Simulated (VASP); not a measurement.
A run of VASP 6.6.1 is set up as follows.

File INCAR:

```
SYSTEM = Pt
  PREC = Accurate
  ENCUT = 520
  EDIFF = 1E-6
  ISMEAR = 1
  SIGMA = 0.1
  LREAL = .False.
  LASPH = .True.
  NELM = 120
  ALGO = Normal
  ISIF = 2
  LWAVE = .False.
  LCHARG = .False.
  LDIPOL = .True.
  IDIPOL = 3
  DIPOL = 0.5 0.5 0.500
  IBRION = 2
  NSW = 90
  EDIFFG = -0.02
  KPAR = 2
```

File KPOINTS:

```
Automatic mesh
0
Gamma
  9 9 1
  0 0 0
```

The input POSCAR:

```
Pt
1.0
    3.8601100000      0.0000000000      0.0000000000
    0.0000000000      3.8601100000      0.0000000000
    0.0000000000      0.0000000000     28.8516774200
Pt
8
Direct
    0.5000000000      0.5000000000      0.3980742600
    0.0000000000      0.0000000000      0.3980742600
    0.0000000000      0.5000000000      0.4660259000
    0.5000000000      0.0000000000      0.4660259000
    0.5000000000      0.5000000000      0.5339741000
    0.0000000000      0.0000000000      0.5339741000
    0.0000000000      0.5000000000      0.6019257400
    0.5000000000      1.0000000000      0.6019257400
```

Potentials or basis: VASP PAW LDA potentials, release 64 (Pt).

Launch:

```sh
$ cat potpaw_LDA.64/Pt/POTCAR > POTCAR
$ mpirun -np 2 vasp_std > vasp.out
```

**Question.** Predict the band gap on the k mesh.

**Answer.** None (metal or under the smearing width).

**Question.** Estimate the energy gained by relaxing.

**Answer.** 3.7 meV/atom.

Forces on the atoms (eV/Å):
```
Pt   0.000  0.000 -0.006
Pt   0.000  0.000 -0.006
Pt   0.000  0.000  0.010
Pt   0.000  0.000  0.010
Pt   0.000  0.000 -0.010
Pt   0.000  0.000 -0.010
Pt   0.000  0.000  0.006
Pt   0.000  0.000  0.006
```

The run has no spin-orbit coupling, so splittings on Pt are missing.
